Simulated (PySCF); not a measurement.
Compound: ethylene glycol, C2H6O2.
SMILES: `OCCO`

Method used: TDDFT PBE0/def2-SVPD, vertical, gas phase, core orbitals frozen in the response in PySCF. Geometry: GFN2-xTB, one conformer, isolated molecule. Torsions of this conformer, `[OH:1][CH2:2][CH2:3][OH:4]`: O1–C2–C3–O4 63°, H–O1–C2–C3 -179°, H–O4–C3–C2 -52°.

Q: What does the calculation give for the low-lying excited states?

A: 

| state | λ (nm) | E (eV) | f | main configurations (H = HOMO, L = LUMO) |
| --- | --- | --- | --- | --- |
| S1 | 176.0 | 7.05 | 0.011 | H→L (87%) |
| S2 | 175.2 | 7.08 | 0.0031 | H-1→L (92%) |
| S3 | 157.1 | 7.89 | 0.0046 | H→L+2 (67%), H→L+1 (24%) |
| S4 | 156.0 | 7.95 | 0.012 | H→L+1 (73%), H→L+2 (23%) |
| S5 | 148.2 | 8.36 | 0.027 | H-1→L+1 (95%) |
| S6 | 145.0 | 8.55 | 0.0036 | H-1→L+2 (92%) |
| S7 | 144.2 | 8.60 | 0.086 | H→L+3 (74%), H-2→L (20%) |
| S8 | 143.6 | 8.63 | 0.0069 | H-2→L (69%), H→L+3 (23%) |

Triplets (Tamm–Dancoff): T1 6.75 eV, H-1→L (93%); T2 6.83 eV, H→L (81%), H→L+2 (14%); T3 7.64 eV, H→L+2 (63%), H→L+1 (15%), H→L (14%).

The lowest singlet comes at 176 nm (680 kJ/mol) in the vacuum ultraviolet; it is weak; its leading configuration is HOMO→LUMO (87%). The most intense listed level is S7 at 8.60 eV (144 nm, f = 0.086), 1.55 eV above S1. Löwdin shares by element: HOMO oxygen 62% or more, carbon 23%, hydrogen 8% or more; LUMO oxygen 33% or more, hydrogen 26% or more, carbon 16% or more (atoms not listed hold the other 24%). Of the 8 states listed, 4 reach f = 0.01 and none stays under 0.0005. The oscillator strengths of these states sum to 0.154; summed over the whole spectrum of an exact calculation they would give the number of electrons, 34 (Thomas–Reiche–Kuhn). The listed states span 1.59 eV, and the widest gap between neighbours is 0.81 eV (S2 to S3). Singlets were solved by full linear response, triplets in the Tamm–Dancoff approximation.

The run took 6.8 s on x86-64 server, one thread, no GPU (shared host).
